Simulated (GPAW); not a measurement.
# SnTe (Fm-3m) in GPAW: settings compared

One crystal, SnTe, is run at these levels: PBE, LDA, BP86; tasks: band structure, equation of state.

All numbers are computed with GPAW 26.7.0; they aren't measurements. Logs are shortened: lines on timing, memory, paths and dates and some standing lists are left out, and cuts for length are marked. The log counts tension as positive stress, the text compression.

**Experimental background.**

A printed reference work, textbook reports, for a bulk crystal of SnTe at 300 K: band gap 0.18 eV (direct).

How close the calculation comes is told below.

### Step 1. The crystal as given

It takes space group Fm-3m (No. 225, cubic). Conventional cell: a = 6.302 Å, b = 6.302 Å, c = 6.302 Å, α = 90.00°, β = 90.00°, γ = 90.00°. Around Te (site symmetry m-3m) lie 6 Sn at 3.15 Å. Around Sn (site symmetry m-3m) lie 6 Te at 3.15 Å.

### Step 2. Band structure, PBE

Contents of run.py:

```python
from ase.dft.bandgap import bandgap
from ase.io import write
from ase.spacegroup import crystal
from gpaw import GPAW

# Te 4b
# Sn 4a
atoms = crystal(['Te', 'Sn'],
                basis=[[0.5, 0.0, 0.0],
                       [0.0, 0.0, 0.0]],
                spacegroup=225, setting=1,  # Fm-3m
                cellpar=[6.3017, 6.3017, 6.3017, 90.0, 90.0, 90.0],
                primitive_cell=True)

calc = GPAW(mode='lcao',
            h=0.2,
            basis='dzp',
            xc='PBE',
            kpts={'size': (6, 6, 6), 'gamma': True},
            occupations={'name': 'fermi-dirac', 'width': 0.05},
            convergence={'density': 1e-05, 'energy': 1e-05},
            maxiter=150,
            txt='gpaw.txt')
atoms.calc = calc
energy = atoms.get_potential_energy()
forces = atoms.get_forces()
calc.write('gs.gpw')
write('result.traj', atoms)
print(f'Energy: {energy:.6f} eV')
print('Forces (eV/A):')
print(forces.round(4))
print('Fermi level:', round(calc.get_fermi_level(), 4), 'eV')
print(f'Gap: {bandgap(calc)[0]:.4f} eV, direct: {bandgap(calc, direct=True)[0]:.4f} eV')

path = atoms.cell.bandpath('GXWKGLUWLK,UX', npoints=100, eps=1e-4)
bs_calc = calc.fixed_density(kpts=path, symmetry='off', txt='bands.txt')
bs = bs_calc.band_structure()
bs.write('bs.json')
print(f'Gap on the path: {bandgap(bs_calc)[0]:.4f} eV')
```

Potentials or basis: GPAW PAW data sets (gpaw-data 1.2.1), lcao:dzp.

The run is started by

```
$ OMP_NUM_THREADS=1 python run.py
```

gpaw.txt:

```text
__  _  _
 | _ |_)|_||  |
 |__||  | ||/\| - 26.7.0

Input parameters:
  mode=LCAO(),
  basis={'default': 'dzp'},
  convergence={'density': 1e-05, 'energy': 1e-05},
  h=0.2,
  kpts=MonkhorstPack(size=(6, 6, 6), gamma=True),
  maxiter=150,
  occupations=Occupations(name='fermi-dirac', width=0.05),
  xc=XC(name='PBE')

                 Te

       Sn

Atoms  # Å, Bohr magnetons
|   | symbol |        x |        y |        z |    initial magnetic moments |
|---|--------|----------|----------|----------|-----------------------------|
| 0 |     Te | 3.150850 | 3.150850 | 3.150850 | ( 0.0000,  0.0000,  0.0000) |
| 1 |     Sn | 0.000000 | 0.000000 | 0.000000 | ( 0.0000,  0.0000,  0.0000) |

Unit cell  # Å
| periodic |        x |        y |        z |  lengths |    angles |
|----------|----------|----------|----------|----------|-----------|
|      yes | 0.000000 | 3.150850 | 3.150850 | 4.455975 | 60.000000 |
|      yes | 3.150850 | 0.000000 | 3.150850 | 4.455975 | 60.000000 |
|      yes | 3.150850 | 3.150850 | 0.000000 | 4.455975 | 60.000000 |

Number of symmetries: 48
Symmetry operations  # r_c * U_cc + t_c -> r_c
|    | kind |            matrix            |
|----|------|------------------------------|
|  0 |  σ   |  1, 0, 0,  1, 0,-1,  1,-1, 0 |
|  1 |  C2  |  1, 0, 0,  1,-1, 0,  1, 0,-1 |
|  2 |  E   |  1, 0, 0,  0, 1, 0,  0, 0, 1 |
|  3 |  σ   |  1, 0, 0,  0, 0, 1,  0, 1, 0 |
|  4 |  C4  |  1, 0,-1,  1, 0, 0,  1,-1, 0 |
|  5 |  S6  |  1, 0,-1,  1,-1, 0,  1, 0, 0 |
|  6 |  σ   |  1, 0,-1,  0, 1,-1,  0, 0,-1 |
|  7 |  C3  |  1, 0,-1,  0, 0,-1,  0, 1,-1 |
|  8 |  S6  |  1,-1, 0,  1, 0, 0,  1, 0,-1 |
|  9 |  C4  |  1,-1, 0,  1, 0,-1,  1, 0, 0 |
| 10 |  C3  |  1,-1, 0,  0,-1, 1,  0,-1, 0 |
| 11 |  σ   |  1,-1, 0,  0,-1, 0,  0,-1, 1 |
| 12 |  σ   |  0, 1, 0,  1, 0, 0,  0, 0, 1 |
| 13 |  C4  |  0, 1, 0,  0, 1,-1, -1, 1, 0 |
| 14 |  C3  |  0, 1, 0,  0, 0, 1,  1, 0, 0 |
| 15 |  S6  |  0, 1, 0, -1, 1, 0,  0, 1,-1 |
| 16 |  C2  |  0, 1,-1,  1, 0,-1,  0, 0,-1 |
[... 17 lines left out ...]
| 34 |  S4  |  0,-1, 0,  0,-1, 1,  1,-1, 0 |
| 35 |  C2  |  0,-1, 0, -1, 0, 0,  0, 0,-1 |
| 36 |  C2  | -1, 1, 0,  0, 1, 0,  0, 1,-1 |
| 37 |  S6  | -1, 1, 0,  0, 1,-1,  0, 1, 0 |
| 38 |  S4  | -1, 1, 0, -1, 0, 1, -1, 0, 0 |
| 39 |  C3  | -1, 1, 0, -1, 0, 0, -1, 0, 1 |
| 40 |  S6  | -1, 0, 1,  0, 0, 1,  0,-1, 1 |
| 41 |  C2  | -1, 0, 1,  0,-1, 1,  0, 0, 1 |
| 42 |  C3  | -1, 0, 1, -1, 1, 0, -1, 0, 0 |
| 43 |  S4  | -1, 0, 1, -1, 0, 0, -1, 1, 0 |
| 44 |  C2  | -1, 0, 0,  0, 0,-1,  0,-1, 0 |
| 45 |  i   | -1, 0, 0,  0,-1, 0,  0, 0,-1 |
| 46 |  σ   | -1, 0, 0, -1, 1, 0, -1, 0, 1 |
| 47 |  C2  | -1, 0, 0, -1, 0, 1, -1, 1, 0 |

BZ-sampling:
  Number of BZ points: 216
  Number of IBZ points: 16

  Monkhorst-Pack size: [6, 6, 6]
  Monkhorst-Pack shift: [0.08333333333333333, 0.08333333333333333, 0.08333333333333333]

K-points  # in reciprocal-cell coordinates
|     |                                coordinates |     weight |
|-----|--------------------------------------------|------------|
|   0 | (  0.00000000,   0.00000000,   0.00000000) | 0.00462963 |
|   1 | (  0.16666667,   0.16666667,   0.00000000) | 0.02777778 |
|   2 | (  0.16666667,   0.16666667,   0.16666667) | 0.03703704 |
|   3 | (  0.33333333,   0.16666667,   0.16666667) | 0.05555556 |
|   4 | (  0.33333333,   0.33333333,  -0.33333333) | 0.05555556 |
|   5 | (  0.33333333,   0.33333333,   0.00000000) | 0.02777778 |
|   6 | (  0.33333333,   0.33333333,   0.16666667) | 0.11111111 |
|   7 | (  0.33333333,   0.33333333,   0.33333333) | 0.03703704 |
|   8 | (  0.50000000,   0.33333333,  -0.33333333) | 0.11111111 |
|   9 | (  0.50000000,   0.33333333,  -0.16666667) | 0.05555556 |
| ... |                                            |            |
|  15 | (  0.50000000,   0.50000000,   0.50000000) | 0.01851852 |

basis functions: 36
Spin-components: 1 (collinear spins)
Bands:           13
Projectors:      11
Spin-degeneracy: 2
Datatype:        <class 'complex'>

Parallelization:
  kpt:    1
  domain: 1
  band:   1

Density:
  Valence electrons: 20.0
  Components: 1
  Grid points: [20 20 20]
  Charge: 0.0  # |e|

Potential:
  Grid points: [20 20 20]

species:
  Te:
    name:    Tellurium
    Z:       52.0
    valence: 6
    core:    46
    charge:  0.0  # [|e|]
    compensation charges:
      type: gauss
      rc: 0.36  # [Å]
      lmax: 2
    cutoffs:
      filter: 2.09  # [Å]
      core: 3.17  # [Å]
    projectors
    | kind |    occ | energy [eV] | rcut [Å] |
    |------|--------|-------------|----------|
    |   5s |  2.000 |     -15.089 |    1.180 |
    |   5p |  4.000 |      -5.955 |    1.196 |
    |    s |        |      12.123 |    1.180 |
    |    p |        |      21.256 |    1.196 |
    |    d |        |       0.000 |    1.238 |

    LCAO basis set for Te:
      Name: dzp
      File: <dir>
      Number of radial functions: 5
      Number of spherical harmonics: 13
        l=0, rc=6.2500 Bohr: 5s-sz confined orbital
        l=1, rc=8.0156 Bohr: 5p-sz confined orbital
        l=0, rc=3.5469 Bohr: 5s-dz split-valence wave
        l=1, rc=4.6875 Bohr: 5p-dz split-valence wave
        l=2, rc=8.0156 Bohr: d-type Gaussian polarization
      Number of RI-basis functions 0

  Sn:
    name:    Tin
    Z:       50.0
[... 129 lines left out ...]
| 45 |  i   | -1, 0, 0,  0,-1, 0,  0, 0,-1 |
| 46 |  σ   | -1, 0, 0, -1, 1, 0, -1, 0, 1 |
| 47 |  C2  | -1, 0, 0, -1, 0, 1, -1, 1, 0 |

BZ-sampling:
  Number of BZ points: 216
  Number of IBZ points: 16

  Monkhorst-Pack size: [6, 6, 6]
  Monkhorst-Pack shift: [0.08333333333333333, 0.08333333333333333, 0.08333333333333333]

K-points  # in reciprocal-cell coordinates
|     |                                coordinates |     weight |
|-----|--------------------------------------------|------------|
|   0 | (  0.00000000,   0.00000000,   0.00000000) | 0.00462963 |
|   1 | (  0.16666667,   0.16666667,   0.00000000) | 0.02777778 |
|   2 | (  0.16666667,   0.16666667,   0.16666667) | 0.03703704 |
|   3 | (  0.33333333,   0.16666667,   0.16666667) | 0.05555556 |
|   4 | (  0.33333333,   0.33333333,  -0.33333333) | 0.05555556 |
|   5 | (  0.33333333,   0.33333333,   0.00000000) | 0.02777778 |
|   6 | (  0.33333333,   0.33333333,   0.16666667) | 0.11111111 |
|   7 | (  0.33333333,   0.33333333,   0.33333333) | 0.03703704 |
|   8 | (  0.50000000,   0.33333333,  -0.33333333) | 0.11111111 |
|   9 | (  0.50000000,   0.33333333,  -0.16666667) | 0.05555556 |
| ... |                                            |            |
|  15 | (  0.50000000,   0.50000000,   0.50000000) | 0.01851852 |

basis functions: 36
Spin-components: 1 (collinear spins)
Bands:           13
Projectors:      11
Spin-degeneracy: 2
Datatype:        <class 'complex'>

Parallelization:
  kpt:    1
  domain: 1
  band:   1

Density:
  Valence electrons: 20.0
  Components: 1
  Grid points: [20 20 20]
  Charge: 0.0  # |e|

Potential:
  Grid points: [20 20 20]

species:
  Te:
    name:    Tellurium
    Z:       52.0
    valence: 6
    core:    46
    charge:  0.0  # [|e|]
    compensation charges:
      type: gauss
      rc: 0.36  # [Å]
      lmax: 2
    cutoffs:
      filter: 2.09  # [Å]
      core: 3.17  # [Å]
    projectors
    | kind |    occ | energy [eV] | rcut [Å] |
    |------|--------|-------------|----------|
    |   5s |  2.000 |     -15.089 |    1.180 |
    |   5p |  4.000 |      -5.955 |    1.196 |
    |    s |        |      12.123 |    1.180 |
    |    p |        |      21.256 |    1.196 |
    |    d |        |       0.000 |    1.238 |

    LCAO basis set for Te:
      Name: dzp
      File: <dir>
      Number of radial functions: 5
      Number of spherical harmonics: 13
        l=0, rc=6.2500 Bohr: 5s-sz confined orbital
        l=1, rc=8.0156 Bohr: 5p-sz confined orbital
        l=0, rc=3.5469 Bohr: 5s-dz split-valence wave
        l=1, rc=4.6875 Bohr: 5p-dz split-valence wave
        l=2, rc=8.0156 Bohr: d-type Gaussian polarization
      Number of RI-basis functions 0

  Sn:
    name:    Tin
    Z:       50.0
    valence: 14
    core:    36
    charge:  0.0  # [|e|]
    compensation charges:
      type: gauss
      rc: 0.38  # [Å]
      lmax: 2
    cutoffs:
      filter: 2.23  # [Å]
      core: 2.35  # [Å]
    projectors
    | kind |    occ | energy [eV] | rcut [Å] |
    |------|--------|-------------|----------|
    |   5s |  2.000 |     -10.538 |    1.201 |
    |   5p |  2.000 |      -3.696 |    1.270 |
    |   4d | 10.000 |     -25.845 |    1.185 |
    |    s |        |      16.674 |    1.201 |
    |    p |        |      23.515 |    1.270 |
    |    d |        |       1.367 |    1.185 |

    LCAO basis set for Sn:
      Name: dzp
      File: <dir>
      Number of radial functions: 7
      Number of spherical harmonics: 23
        l=0, rc=7.1250 Bohr: 5s-sz confined orbital
        l=1, rc=9.5469 Bohr: 5p-sz confined orbital
        l=2, rc=4.0625 Bohr: 4d-sz confined orbital
        l=0, rc=4.1250 Bohr: 5s-dz split-valence wave
        l=1, rc=5.6719 Bohr: 5p-dz split-valence wave
        l=2, rc=2.5938 Bohr: 4d-dz split-valence wave
        l=2, rc=9.5469 Bohr: d-type Gaussian polarization
      Number of RI-basis functions 0

Reference energy: -352801.376741  # eV

eigensolver:
  <gpaw.new.lcao.eigensolver.LCAOEigensolver object>
density mixing:
  MSR1-Mixer
  Pratt-step length: 0.05
  Maximum mixing coefficient: 0.75
  Old densities: 10
  SVD Regularization: 0.005
  Good broyden scale: 1.0
  Trust region scale: 1.0
  Backstep threshold: 4.0
  History deletion threshold: 6.0
  Fourier metric: weight=20.0, sigma=0.015

occupation numbers:
  Fermi-Dirac:
    width: 0.0500  # eV

FastPoissonSolver using
    Stencil: 12*3+1=37 point O(h^6) finite-difference Laplacian
    FFT axes: [np.int64(0), np.int64(1), np.int64(2)]
    FST axes: []

xc functional:
  name: PBE with 2 nearest neighbor stencil
interpolation: tri-quintic # 5. degree polynomial

convergence criteria:
- Maximum integral of absolute [dens]ity change: 1e-05 electrons / valence electron
- Maximum [total energy] change in last 3 cyles: 1e-05 eV / valence electron
- Maximum integral of absolute [eigenst]ate change: 4e-08 eV^2 / valence electron
maximum number of iterations: 150

SCF iterations
|iter     | |      energy | eigst |  dens |
|---------|-|-------------|-------|-------|
|iter:   1| |   -7.230827 |      c|       |
|iter:   2| |   -7.223567 |      c| -1.59 |
|iter:   3| |   -7.180779 |      c| -1.61 |
|iter:   4| |   -7.179306 |      c| -2.22 |
|iter:   5| |   -7.179213 |      c| -2.79 |
|iter:   6| |   -7.179210c|      c| -3.51 |
|iter:   7| |   -7.179210c|      c| -4.00 |
|iter:   8| |   -7.179210c|      c| -5.36c|

Converged in 8 steps
Energy contributions relative to reference atoms: (reference = -352801.376741)

Energy contributions:
  Kinetic:          22.511279
  Coulomb:         -21.648344
  Zero:              0.127124
  External:          0.000000
  Xc:               -8.167970
  Entropy:          -0.002599
  Spinorbit:         0.000000
  ----------------------------
  Free energy:      -7.180509
  Extrapolated:     -7.179210

dipole moment: (-21.386731, -21.386731, -21.386731)  # |e|*Ang

Fermi level: 6.617
Eigenvalues  # (at kpt = [0.000, 0.000, 0.000])
| band index |      eig [eV] | occ [0-2] |
|------------|---------------|-----------|
|          0 |       -15.417 |     2.000 |
|        ... |               |           |
|          2 |       -15.408 |     2.000 |
|          3 |       -15.408 |     2.000 |
|          4 |       -15.406 |     2.000 |
|          5 |        -6.308 |     2.000 |
|          6 |         1.804 |     2.000 |
|          7 |         4.377 |     2.000 |
|          8 |         4.377 |     2.000 |
|          9 |         4.377 |     2.000 |
|         10 |         9.986 |     0.000 |
|         11 |         9.987 |     0.000 |
|         12 |         9.987 |     0.000 |

Gap: 0.038 eV
Transition (v -> c):
  (s=0, k=15, n=9, [0.50, 0.50, 0.50]) -> (s=0, k=15, n=10, [0.50, 0.50, 0.50])
No difference between direct/indirect transitions

Forces  # eV/Ang
|        x |       y |        z |
|----------|---------|----------|
|  0.00000 | 0.00000 | -0.00000 |  # Te   0
| -0.00000 | 0.00000 |  0.00000 |  # Sn   1

# Writing to gs.gpw (mode='')
```

Wall time 21 s (1 thread of Arm Neoverse V2, shared host); peak memory 0.2 GiB.

What came out:

```yaml
Free_energy: -7.1805 eV
Band_gap_on_the_k_mesh: 0.04 eV, direct
Band_gap_along_the_path: 0.04 eV, direct
```

Levels at the corners of the path, in eV from the valence-band top:
| point | band 7 | band 8 | band 9 | band 10 | band 11 | band 12 |
| --- | --- | --- | --- | --- | --- | --- |
| Γ | -4.79 | -2.22 | -2.22 | -2.22 | 3.39 | 3.39 |
| X | -6.58 | -5.71 | -3.85 | -3.85 | 5.00 | 5.00 |
| W | -7.48 | -4.95 | -4.95 | -0.93 | 0.79 | 5.18 |
| K | -7.54 | -5.31 | -3.36 | -2.81 | 3.00 | 3.24 |
| Γ | -4.79 | -2.22 | -2.22 | -2.22 | 3.39 | 3.39 |
| L | -8.46 | -1.93 | -1.93 | 0.00 | 0.04 | 0.30 |
| U | -7.54 | -5.31 | -3.36 | -2.81 | 3.00 | 3.24 |
| W | -7.48 | -4.95 | -4.95 | -0.93 | 0.79 | 5.18 |
| L | -8.46 | -1.93 | -1.93 | 0.00 | 0.04 | 0.30 |
| K | -7.54 | -5.31 | -3.36 | -2.81 | 3.00 | 3.24 |
| U | -7.54 | -5.31 | -3.36 | -2.81 | 3.00 | 3.24 |
| X | -6.58 | -5.71 | -3.85 | -3.85 | 5.00 | 5.00 |

Caveat: the real-space grid adds noise to forces; spin-orbit coupling is left out, which moves the levels of the heavy elements; the basis of atomic orbitals isn't converged, which shifts pressures, moduli and gaps.

### Step 3. Band structure, LDA

Contents of run.py:

```python
from ase.dft.bandgap import bandgap
from ase.io import read, write
from ase.units import GPa
from gpaw import GPAW, PW

atoms = read('SnTe.xyz')

calc = GPAW(mode=PW(800),
            xc='LDA',
            kpts={'size': (6, 6, 6), 'gamma': True},
            occupations={'name': 'fermi-dirac', 'width': 0.05},
            setups='hgh',
            nbands=-9,
            convergence={'density': 1e-05, 'energy': 1e-05},
            maxiter=150,
            txt='gpaw.txt')
atoms.calc = calc
energy = atoms.get_potential_energy()
forces = atoms.get_forces()
stress = atoms.get_stress()
calc.write('gs.gpw')
write('result.traj', atoms)
print(f'Energy: {energy:.6f} eV')
print('Forces (eV/A):')
print(forces.round(4))
print('Stress (GPa):', (stress / GPa).round(3))
print('Fermi level:', round(calc.get_fermi_level(), 4), 'eV')
print(f'Gap: {bandgap(calc)[0]:.4f} eV, direct: {bandgap(calc, direct=True)[0]:.4f} eV')

path = atoms.cell.bandpath('GXWKGLUWLK,UX', npoints=80, eps=1e-4)
bs_calc = calc.fixed_density(kpts=path, symmetry='off', nbands=-21,
                             convergence={'bands': 'CBM+6.0', 'eigenstates': 1e-6}, txt='bands.txt')
bs = bs_calc.band_structure()
bs.write('bs.json')
print(f'Gap on the path: {bandgap(bs_calc)[0]:.4f} eV')
```

Contents of SnTe.xyz:

```xyz
2
Lattice="0.0000000000 3.1508500000 3.1508500000 3.1508500000 0.0000000000 3.1508500000 3.1508500000 3.1508500000 0.0000000000" Properties=species:S:1:pos:R:3 pbc="T T T"
Te     3.1508500000      3.1508500000      3.1508500000
Sn     0.0000000000      0.0000000000      0.0000000000
```

Potentials or basis: HGH pseudopotentials, pw.

The run is started by

```
$ OMP_NUM_THREADS=1 python run.py
```

Run time: 57 s. Hardware: 1 thread of Arm Neoverse V2, shared host; peak memory 0.36 GiB.

It converged, with:

```yaml
Free_energy: -322.1227 eV
Pressure: -1.6 GPa
Band_gap_on_the_k_mesh: 0.11 eV, direct
Band_gap_along_the_path: 0.11 eV, direct
```

Levels at the corners of the path, in eV from the valence-band top:
```tsv
point	band 3	band 4	band 5	band 6	band 7	band 8
Γ	-2.06	-2.06	-2.06	3.41	3.41	3.41
X	-5.52	-3.67	-3.67	2.23	4.95	4.95
W	-4.77	-4.77	-0.78	0.84	4.73	4.73
K	-5.12	-3.18	-2.70	3.03	3.13	4.27
Γ	-2.06	-2.06	-2.06	3.41	3.41	3.41
L	-1.75	-1.75	0.00	0.11	0.37	0.37
U	-5.12	-3.18	-2.70	3.03	3.13	4.27
W	-4.77	-4.77	-0.78	0.84	4.73	4.73
L	-1.75	-1.75	0.00	0.11	0.37	0.37
K	-5.12	-3.18	-2.70	3.03	3.13	4.27
U	-5.12	-3.18	-2.70	3.03	3.13	4.27
X	-5.52	-3.67	-3.67	2.23	4.95	4.95
```

Caveat: spin-orbit coupling is left out, which moves the levels of the heavy elements; HGH potentials are hard and often keep d shells in the core, so these values are rough.

[end of part 1 of 2]
